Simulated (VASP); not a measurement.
# BN (Qingsongite) (F-43m) in VASP: settings compared

The runs below take BN (Qingsongite) through relaxation of cell and atoms, with PBE, RPBE.

Program: VASP 6.6.1. These are calculated values, not measurements. Logs are shortened: lines on timing, memory, paths and dates and some standing lists are left out, and cuts for length are marked.

**1. The crystal as given**

Symmetry: F-43m, No. 216, cubic system. Conventional cell: a = 3.625 Å, b = 3.625 Å, c = 3.625 Å, α = 90.00°, β = 90.00°, γ = 90.00°. Around B (site symmetry -43m) lie 4 N at 1.57 Å. Around N (site symmetry -43m) lie 4 B at 1.57 Å.

**2. Relaxation of cell and atoms, PBE**

Input file INCAR:

```
SYSTEM = BN
PREC = Accurate
ENCUT = 600
EDIFF = 1E-7
ISMEAR = 0
SIGMA = 0.03
LREAL = .False.
LASPH = .True.
NELM = 80
ALGO = Normal
ISIF = 3
LWAVE = .False.
LCHARG = .False.
GGA = PE
IBRION = 2
NSW = 90
EDIFFG = -0.005
```

Input file KPOINTS:

```
regular mesh
0
Gamma
  14 14 14
  0 0 0
```

Input file POSCAR:

```
BN                                      
1.0
   -0.0000000000      1.8122822379      1.8122822379
    1.8122822379      0.0000000000      1.8122822379
    1.8122822379      1.8122822379     -0.0000000000
  B               N             
     1     1
Direct
     0.0000000000000000    0.0000000000000000    0.0000000000000000
     0.2500000000000000    0.2500000000000000    0.2500000000000000
```

Potentials or basis: VASP PAW PBE potentials, release 64 (B, N).

On the command line:

```console
> cat potpaw_PBE.64/B/POTCAR potpaw_PBE.64/N/POTCAR > POTCAR
> mpirun -np 1 vasp_std > vasp.out
```

OUTCAR:

```text
SYSTEM = BN
   PREC = Accurate
   ENCUT = 600
   EDIFF = 1E-7
   ISMEAR = 0
   LREAL = .False.
   LASPH = .True.
   NELM = 80
   ISIF = 3
   GGA = PE
   IBRION = 2
   NSW = 90
   EDIFFG = -0.005

 ion  position               nearest neighbor table
   1  0.000  0.000  0.000-   2 1.57   2 1.57   2 1.57   2 1.57
   2  0.250  0.250  0.250-   1 1.57   1 1.57   1 1.57   1 1.57

  LATTYP: Found a face centered cubic cell.
 ALAT       =     3.6245644758

  Lattice vectors:

 A1 = (   0.0000000000,   1.8122822379,   1.8122822379)
 A2 = (   1.8122822379,   0.0000000000,   1.8122822379)
 A3 = (   1.8122822379,   1.8122822379,   0.0000000000)

Analysis of symmetry for initial positions (statically):
=====================================================================
 Subroutine PRICEL returns:
 Original cell was already a primitive cell.

 Routine SETGRP: Setting up the symmetry group for a
 face centered cubic supercell.

 Subroutine GETGRP returns: Found 24 space group operations
 (whereof 24 operations were pure point group operations)
 out of a pool of 48 trial point group operations.

The static configuration has the point symmetry T_d .

Analysis of symmetry for dynamics (positions and initial velocities):
=====================================================================
 Subroutine PRICEL returns:
 Original cell was already a primitive cell.

 Routine SETGRP: Setting up the symmetry group for a
 face centered cubic supercell.

 Subroutine GETGRP returns: Found 24 space group operations
 (whereof 24 operations were pure point group operations)
 out of a pool of 48 trial point group operations.

The dynamic configuration has the point symmetry T_d .

 Subroutine INISYM returns: Found 24 space group operations
 (whereof 24 operations are pure point group operations),
 and found     1 'primitive' translations

----------------------------------------------------------------------------------------

                                     Primitive cell

  volume of cell :      11.9044

  direct lattice vectors                    reciprocal lattice vectors
     0.000000000  1.812282238  1.812282238    -0.275895216  0.275895216  0.275895216
     1.812282238  0.000000000  1.812282238     0.275895216 -0.275895216  0.275895216
     1.812282238  1.812282238  0.000000000     0.275895216  0.275895216 -0.275895216

  length of vectors
     2.562954120  2.562954120  2.562954120     0.477864532  0.477864532  0.477864532

  position of ions in fractional coordinates (direct lattice)
     0.000000000  0.000000000  0.000000000
     0.250000000  0.250000000  0.250000000

  ion indices of the primitive-cell ions
   primitive index   ion index
                 1           1
                 2           2

----------------------------------------------------------------------------------------

 KPOINTS: regular mesh

Automatic generation of k-mesh.
 Grid dimensions read from file:
 generate k-points for:   14   14   14

 Generating k-lattice:

  Cartesian coordinates                     Fractional coordinates (reciprocal lattice)
    -0.019706801  0.019706801  0.019706801     0.071428571  0.000000000  0.000000000
     0.019706801 -0.019706801  0.019706801     0.000000000  0.071428571  0.000000000
     0.019706801  0.019706801 -0.019706801     0.000000000  0.000000000  0.071428571

  Length of vectors
     0.034133181  0.034133181  0.034133181

  Shift w.r.t. Gamma in fractional coordinates (k-lattice)
     0.000000000  0.000000000  0.000000000

 Subroutine IBZKPT returns following result:
 ===========================================

 Found    104 irreducible k-points:

 Following reciprocal coordinates:
            Coordinates               Weight
  0.000000  0.000000  0.000000      1.000000
  0.071429  0.000000  0.000000      8.000000
  0.142857  0.000000  0.000000      8.000000
  0.214286  0.000000  0.000000      8.000000
  0.285714  0.000000  0.000000      8.000000
  0.357143  0.000000  0.000000      8.000000
[... 16 lines left out ...]
  0.214286  0.142857  0.000000     24.000000
  0.285714  0.142857  0.000000     24.000000
 [... further k-points ...]
   k-points           NKPTS =    104   k-points in BZ     NKDIM =    104   number of bands    NBANDS=      8
   number of dos      NEDOS =    301   number of ions     NIONS =      2
   total plane-waves  NPLWV =   8000
   dimension x,y,z NGX =    20 NGY =   20 NGZ =   20
   dimension x,y,z NGXF=    40 NGYF=   40 NGZF=   40
   ions per type =               1   1
   NGX,Y,Z   is equivalent  to a cutoff of  12.97, 12.97, 12.97 a.u.
   NGXF,Y,Z  is equivalent  to a cutoff of  25.95, 25.95, 25.95 a.u.
 SYSTEM =  BN
   PREC   = accura    normal or accurate (medium, high low for compatibility)
   ISTART =      0    job   : 0-new  1-cont  2-samecut
   ICHARG =      2    charge: 1-file 2-atom 10-const
   ISPIN  =      1    spin polarized calculation?
   LNONCOLLINEAR =      F non collinear calculations
   LSORBIT =      F    spin-orbit coupling
   LASPH  =      T    aspherical Exc in radial PAW
   ENCUT  =  600.0 eV  44.10 Ry    6.64 a.u.   5.12  5.12  5.12*2*pi/ulx,y,z
   NELM   =     80;   NELMIN=  2; NELMDL= -5     # of ELM steps
   EDIFF  = 0.1E-06   stopping-criterion for ELM
   LREAL  =      F    real-space projection
   EDIFFG = -.5E-02   stopping-criterion for IOM
   NSW    =     90    number of steps for IOM
   IBRION =      2    ionic relax: 0-MD 1-quasi-New 2-CG
   NFREE  =      1    steps in history (QN), initial steepest desc. (CG)
   ISIF   =      3    stress and relaxation
   ISYM   =      2    0-nonsym 1-usesym 2-fastsym
   POTIM  = 0.5000    time-step for ionic-motion
   TEBEG  =    0.0;   TEEND  =   0.0 temperature during run
   PSTRESS=    0.0 pullay stress
   NELECT =       8.0000    total number of electrons
   NUPDOWN=      -1.0000    fix difference up-down
   EMIN   =  10.00;   EMAX   =-10.00  energy-range for DOS
   EFERMI =   0.00;   METHOD = LEGACY
   ISMEAR =     0;   SIGMA  =   0.03  broadening in eV -4-tet -1-fermi 0-gaus
   EFERMI_NEDOS =   21; number of points for ismear=-14 and -15
   IALGO  =     38    algorithm
   IMIX   =      4    mixing-type and parameters
     AMIX     =   0.40;   BMIX     =  1.00
     AMIX_MAG =   1.60;   BMIX_MAG =  1.00
  volume/ion in A,a.u.               =       5.95        40.17
  Fermi-wavevector in a.u.,A,eV,Ry     =   1.433955  2.709783 27.976684  2.056228
  Thomas-Fermi vector in A             =   2.553417
   LORBIT       =      0    0 simple, 1 ext, 2 COOP (PROOUT), +10 PAW based schemes
   GGA     = PE    functional components
   LHFCALC =     F    Hartree Fock is set to
   AEXX    =    0.0000 exact exchange contribution
   IVDW    =     0    specifies the selected vdW correction
   LEPSILON=     F    determine dielectric tensor
   LRPA    =     F    only Hartree local field effects (RPA)
 conjugate gradient relaxation of ions
 non-spin polarized calculation
 Gauss-broadening in eV      SIGMA  =   0.03
  energy-cutoff  :      600.00
  volume of cell :       11.90
 maximum number of plane-waves:       411
   NGX = 11   NGY = 11   NGZ = 11

 number of electron       7.9999999 magnetization

 Free energy of the ion-electron system (eV)
  ---------------------------------------------------
  ext. energy  EPLUGINS =         0.00000000
  ---------------------------------------------------
  free energy    TOTEN  =       -17.45460453 eV

  energy without entropy =      -17.45460453  energy(sigma->0) =      -17.45460453

 E-fermi :   7.5329     XC(G=0): -12.7831

 val. band max:        7.3052620623   @ k =   0.0000   0.0000   0.0000
 cond. band min:      11.7562985408   @ k =   0.5000   0.5000   0.0000
 fundamental gap:      4.4510364785
 Fermi energy:         7.5329372791

 k-point     1 :       0.0000    0.0000    0.0000
  band No.  band energies     occupation
      1     -12.8357      2.00000
      2       7.3053      2.00000
      3       7.3053      2.00000
      4       7.3053      2.00000
      5      16.0872      0.00000
      6      16.0872      0.00000
      7      16.0872      0.00000
      8      17.5266      0.00000

 k-point     2 :       0.0714    0.0000    0.0000
  band No.  band energies     occupation
      1     -12.7122      2.00000
      2       6.6238      2.00000
      3       7.1717      2.00000
      4       7.1717      2.00000
      5      16.2435      0.00000
      6      16.2903      0.00000
      7      16.2903      0.00000
      8      17.9501      0.00000

 k-point     3 :       0.1429    0.0000    0.0000
  band No.  band energies     occupation
      1     -12.3451      2.00000
      2       4.9706      2.00000
      3       6.8298      2.00000
      4       6.8298      2.00000
      5      16.4978      0.00000
      6      16.7957      0.00000
      7      16.7957      0.00000
      8      19.0218      0.00000

 k-point     4 :       0.2143    0.0000    0.0000
  band No.  band energies     occupation
      1     -11.7461      2.00000
      2       2.9194      2.00000
      3       6.4000      2.00000
      4       6.4000      2.00000
      5      16.7475      0.00000
      6      17.3635      0.00000
      7      17.3635      0.00000
      8      20.2313      0.00000

 k-point     5 :       0.2857    0.0000    0.0000
  band No.  band energies     occupation
      1     -10.9425      2.00000
      2       0.8126      2.00000
      3       5.9875      2.00000
      4       5.9875      2.00000
      5      16.9840      0.00000
      6      17.7702      0.00000
      7      17.7702      0.00000
      8      21.2411      0.00000
[... 177 lines left out ...]
 k-point    22 :       0.1429    0.1429    0.0000
  band No.  band energies     occupation
      1     -12.1825      2.00000
      2       5.7202      2.00000
      3       5.9375      2.00000
      4       5.9375      2.00000
      5      15.2551      0.00000
      6      17.9965      0.00000
      7      17.9965      0.00000
      8      18.8939      0.00000

 k-point    23 :       0.2143    0.1429    0.0000
  band No.  band energies     occupation
      1     -11.7427      2.00000
      2       4.1928      2.00000
      3       5.4127      2.00000
      4       5.8037      2.00000
      5      15.1891      0.00000
      6      18.5394      0.00000
      7      18.7864      0.00000
      8      19.4962      0.00000

 k-point    24 :       0.2857    0.1429    0.0000
  band No.  band energies     occupation
      1     -11.0828      2.00000
      2       2.2953      2.00000
      3       4.9801      2.00000
      4       5.4571      2.00000
      5      15.5067      0.00000
      6      18.8778      0.00000
      7      19.3901      0.00000
      8      20.0497      0.00000

 [... further k-points ...]

------------------------ aborting loop because EDIFF is reached ----------------------------------------

  FORCE on cell =-STRESS in cart. coord.  units (eV):
  Direction    XX          YY          ZZ          XY          YZ          ZX
  --------------------------------------------------------------------------------------
  -------------------------------------------------------------------------------------
  Total       -0.0002431     -0.0002431     -0.0002431      0.0000000      0.0000000      0.0000000
  in kB       -0.0327131     -0.0327131     -0.0327131      0.0000000      0.0000000      0.0000000
  external PRESSURE =      -0.0327131 kB  Pullay stress =       0.0000000 kB

 VOLUME and BASIS-vectors are now :
 -----------------------------------------------------------------------------
  energy-cutoff  :      600.00
  volume of cell :       11.90
      direct lattice vectors                 reciprocal lattice vectors
     0.000000000  1.812282238  1.812282238    -0.275895216  0.275895216  0.275895216
     1.812282238  0.000000000  1.812282238     0.275895216 -0.275895216  0.275895216
     1.812282238  1.812282238  0.000000000     0.275895216  0.275895216 -0.275895216

 POSITION                                       TOTAL-FORCE (eV/Angst)
 -----------------------------------------------------------------------------------
      0.00000      0.00000      0.00000        -0.000000      0.000000     -0.000000
      0.90614      0.90614      0.90614         0.000000     -0.000000      0.000000
 -----------------------------------------------------------------------------------
    total drift:                                0.000000      0.000000      0.000000

  FREE ENERGIE OF THE ION-ELECTRON SYSTEM (eV)
  ---------------------------------------------------
  free  energy   TOTEN  =       -17.4546045284 eV

  energy  without entropy=      -17.4546045284  energy(sigma->0) =      -17.45460453

 reached required accuracy - stopping structural energy minimisation
```

Run time: 12 s. Hardware: 1 thread of Intel Xeon Platinum 8259CL at 2.50GHz (Skylake/Cascade Lake), shared host; peak memory 0.12 GiB.

Results:

| Property | Result |
| --- | --- |
| Free energy | -17.4546 eV |
| Pressure after relaxing | 0.0 GPa |
| Band gap on the k mesh | 4.45 eV, indirect (least direct gap 8.78 eV) |

Final structure:
```
B N
1.0
     0.00000    1.81228    1.81228
     1.81228    0.00000    1.81228
     1.81228    1.81228    0.00000
B N
1 1
Direct
  0.00000 0.00000 0.00000
  0.25000 0.25000 0.25000
```

Caveat: the relaxation stopped at its first step, so nothing moved. A k mesh can miss the band edges.

**3. Relaxation of cell and atoms, RPBE**

This run uses another cell than the first one, of 5.91 Å³/atom, 0.992 times its volume.

Input file INCAR:

```
SYSTEM = BN
PREC = Accurate ; ENCUT = 600
EDIFF = 1E-6 ; ISMEAR = 0
SIGMA = 0.03 ; LREAL = .False.
LASPH = .True. ; NELM = 80
ALGO = Normal ; ISIF = 3
LWAVE = .False. ; LCHARG = .False.
GGA = RP ; IBRION = 2
NSW = 90 ; EDIFFG = -0.01
```

KPOINTS is that of step 2.

Input file POSCAR:

```
BN
1.0
    0.0000000000      1.8075000000      1.8075000000
    1.8075000000      0.0000000000      1.8075000000
    1.8075000000      1.8075000000      0.0000000000
B N
1 1
Direct
    0.0000000000      0.0000000000      0.0000000000
    0.2500000000      0.2500000000      0.2500000000
```

Potentials or basis: VASP PAW PBE potentials, release 64 (B, N).

On the command line:

```console
> cat potpaw_PBE.64/B/POTCAR potpaw_PBE.64/N/POTCAR > POTCAR
> mpirun -np 1 vasp_std > vasp.out
```

It took 8.4 s on 1 thread of Intel Xeon 6975P-C (Granite Rapids), shared host; peak memory 0.12 GiB.

It converged, with:

```
Free energy                            : -16.6295 eV
Relaxed volume                         : 6.05 Å³/atom
Relaxed cell                           : a = 2.577 Å, b = 2.577 Å, c = 2.577 Å, α = 60.00°, β = 60.00°, γ = 60.00°
Space group after relaxing (to 0.05 Å) : F-43m (No. 216)
Energy gained by relaxing              : 3.9 meV/atom
Ionic steps                            : 3
Pressure after relaxing                : 0.0 GPa
Band gap on the k mesh                 : 4.47 eV, indirect (least direct gap 8.76 eV)
```

The path:
```tsv
step	energy change (eV)	largest force (eV/Å)	pressure (GPa)	volume (Å³)
1	0.0000	0.0000	8.97	11.81
2	-0.0003	0.0000	-8.14	12.38
3	-0.0078	0.0000	0.00	12.10
```

Final structure:
```cif
data_structure
_symmetry_space_group_name_H-M 'P 1'
_symmetry_Int_Tables_number 1
_cell_length_a 2.5766
_cell_length_b 2.5766
_cell_length_c 2.5766
_cell_angle_alpha 60.000
_cell_angle_beta 60.000
_cell_angle_gamma 60.000
_cell_volume 12.10
loop_
_atom_site_label
_atom_site_type_symbol
_atom_site_fract_x
_atom_site_fract_y
_atom_site_fract_z
_atom_site_occupancy
B1 B 0.00000 0.00000 0.00000 1
N1 N 0.25000 0.25000 0.25000 1
```

Levels at points of the mesh, in eV from the valence-band top:
| k point | band 1 | band 2 | band 3 | band 4 | band 5 | band 6 | band 7 | band 8 |
| --- | --- | --- | --- | --- | --- | --- | --- | --- |
| (0.00, 0.00, 0.00) | -20.03 | 0.00 | 0.00 | 0.00 | 8.76 | 8.76 | 8.76 | 9.96 |
| (0.50, 0.00, 0.00) | -15.94 | -10.48 | -1.89 | -1.89 | 9.83 | 10.62 | 10.62 | 15.11 |
| (0.50, 0.50, 0.00) | -14.61 | -8.79 | -4.79 | -4.79 | 4.47 | 9.12 | 17.67 | 17.67 |

Caveat: the PAW data sets were made with another functional, which shifts forces and pressure a little.

(Continued in part 2 of 2.)
